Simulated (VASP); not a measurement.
Wanted: the native input for a VASP 6.6.1 run.

```yaml
Task: single point
Functional: RPBE
Potentials_or_basis: VASP PAW PBE potentials, release 64 (Al)
Cutoff: 520 eV
k_mesh: 11 × 11 × 11
Occupations: gaussian, width 0.05 eV
Spin: no spin polarisation
Further_INCAR_settings: ALGO = Fast; EDIFF = 1e-06; NBANDS = 8
```

The structure of Al lies in POSCAR:

```
Al
2.8635
    0.000000000000      0.707108433735      0.707108433735
    0.707108433735      0.000000000000      0.707108433735
    0.707108433735      0.707108433735      0.000000000000
Al
1
Direct
    0.0000000000      0.0000000000      0.0000000000
```

These files were run (other wordings do the same):

INCAR

```
SYSTEM = Al
ALGO = Fast
EDIFF = 1E-6
ENCUT = 520
GGA = RP
ISIF = 2
ISMEAR = 0
LASPH = .True.
LCHARG = .False.
LREAL = .False.
LWAVE = .False.
NBANDS = 8
NELM = 100
PREC = Accurate
SIGMA = 0.05
```

KPOINTS

```
k-points
0
Gamma
  11 11 11
  0 0 0
```

Potentials or basis: VASP PAW PBE potentials, release 64 (Al).

Run with:

```console
$ cat potpaw_PBE.64/Al/POTCAR > POTCAR
$ mpirun -np 1 vasp_std > vasp.out
```

Results of the run:

* Pressure: 0.8 GPa
* Band gap on the k mesh: none (metal or under the smearing width)

Caveat: the PAW data sets were made with another functional, which shifts forces and pressure a little.

It took 4.9 s on 1 thread of AMD EPYC 9R45 (Zen 5), on a shared host, peak memory 0.1 GiB.
